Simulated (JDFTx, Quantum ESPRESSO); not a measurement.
# PbS: energy against volume and a worked fit

The structure is cubic, space group Fm-3m (No. 225). The conventional cell has a = 5.931 Å, b = 5.931 Å, c = 5.931 Å, α = 90.00°, β = 90.00°, γ = 90.00°. Pb (site symmetry m-3m) is surrounded by 6 S at 2.97 Å. Around S (site symmetry m-3m) lie 6 Pb at 2.97 Å.

The cell was scaled at fixed shape and fractions and run with JDFTx, SG15-PBE-1.2 with smoothed tails, cutoff 1088 eV; r2SCAN, k mesh 6 × 6 × 6 on the cell of 2 atoms, fermi-dirac occupations of 0.05 eV, no spin polarisation, no spin-orbit coupling. The potentials were made for PBE. Energies are those that the program minimises, any entropy of the smearing included.

```csv
V (Å³/atom),energy over the lowest row (meV/atom)
24.5206,21.342
25.0423,9.492
25.5641,?
26.0858,0.000
26.6075,1.476
27.1292,6.465
27.6509,14.649
```

Question: Fit the third-order Birch-Murnaghan form, give V0, B0 and B′, and predict the energy left open.

Answer: With y = (V0/V)^(2/3), E = E0 + (9 V0 B0/16) [(y - 1)³ B′ + (y - 1)² (6 - 4y)]. Least squares through the rows shown give V0 = 26.1478 Å³/atom, E0 = -0.008 meV, B0 = 60.16 GPa (1 eV/Å³ = 160.218 GPa) and B′ = 4.43, with a largest miss of 0.020 meV. At V = 25.5641 the form with these constants gives 2.540 meV; the run gave 2.544 meV an atom. Other set-ups at this level, from all their volumes (Å³/atom, GPa): Quantum ESPRESSO, SG15 PBE 1.2 (made for PBE): V0 26.122, B0 60.82. Measured volume: 26.15 Å³/atom at 300 K (a printed reference work), so the fit lies -0.0 % from it. The runs are for a static lattice.
